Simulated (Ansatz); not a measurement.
# Tl: the cost of one run

Method: DFT PBE+D3(BJ), scalar-relativistic, plane waves, PAW, in Ansatz 0.2.0.

This is Tl in the fcc structure; at room conditions it is hcp.

## (1) The structure to begin with

Symmetry: Fm-3m, No. 225, cubic system. The conventional cell has a = 4.933 Å, b = 4.933 Å, c = 4.933 Å, α = 90.00°, β = 90.00°, γ = 90.00°. Around Tl (site symmetry m-3m) lie 12 Tl at 3.49 Å.

Structure file:

```
Tl
1.0
     0.00000    2.46634    2.46634
     2.46634    0.00000    2.46634
     2.46634    2.46634    0.00000
Tl
1
Direct
  0.00000 0.00000 0.00000
```

The structure comes from the Materials Project (structure only).

(A quick probe on a coarse mesh, which set the mesh and smearing, is not shown.)

## (3) Relaxing cell and atoms

Input file input.yaml:

```yaml
crystal:
  lattice:
    - [0.0, 2.466341233, 2.466341233]
    - [2.466341233, 0.0, 2.466341233]
    - [2.466341233, 2.466341233, 0.0]
  atoms:
    - { symbol: Tl, position: [0.0, 0.0, 0.0] }
basis:
  ecutwfc: 420
kpoints:
  mp_grid: { grid: [14, 14, 14] }
hamiltonian:
  xc: pbe
  dispersion: d3bj
scf:
  occupations: { method: gaussian, width: 0.1 }
output:
  forces: true
  stress: true
  eigenvalues: true
relax:
  adjacent_minimum: "off"
  f_tol: 0.005
  max_steps: 80
  cell: { stress_tol: 0.05 }
```

On the command line:

```bash
$ ansatz run input.yaml --threads 1 --pin off --max-ram 2560MiB --backend cpu --events-out ev --progress --plain --runs-dir out
```

What time and memory should one allow on 1 thread of Arm Neoverse V2, shared host?

About 6 s, with a peak of 0.31 GiB.
